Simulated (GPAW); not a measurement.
AgCl:

```
Ag Cl
1.0
     3.43397    0.00000    0.00000
     0.00000    3.43397    0.00000
     0.00000    0.00000    3.43397
Ag Cl
1 1
Cartesian
  0.0000 0.0000 0.0000
  1.7170 1.7170 1.7170
```

Measurements of this composition are mostly on another form, of space group No. 225.

| Item | Value |
| --- | --- |
| Program | GPAW 26.7.0 |
| Task | single point |
| Functional | PBE |
| Potentials or basis | GPAW PAW data sets (gpaw-data 1.2.1) |
| Cutoff | 600 eV |
| Basis | pw |
| k mesh | 8 × 8 × 8 |
| Occupations | fermi-dirac, width 0.05 eV |
| Spin | no spin polarisation |

On this cell: pressure -0.1 GPa; largest force zero by symmetry; band gap on the k mesh 0.56 eV, indirect (least direct gap 2.07 eV).

The same run follows on a disturbed copy (atoms moved at random, drawn with an rms of 0.05 Å):

```
CELL_PARAMETERS angstrom
3.43397 0.00000 0.00000
0.00000 3.43397 0.00000
0.00000 0.00000 3.43397
ATOMIC_POSITIONS crystal
Ag 0.98233 0.98737 0.99310
Cl 0.50798 0.50474 0.50456
```

Task: What changes?

Result: The energy moves by +0.7 meV/atom; pressure 0.1 GPa; largest force 0.027 eV/Å; band gap on the k mesh 0.56 eV, indirect (least direct gap 1.99 eV).

Forces on the atoms (eV/Å):
```
Ag   0.020  0.014  0.010
Cl  -0.020 -0.015 -0.010
```

Stress tensor (GPa, compression positive):
```
0.05 0.08 0.05
0.08 0.09 0.04
0.05 0.04 0.10
```

A k mesh can miss the band edges.
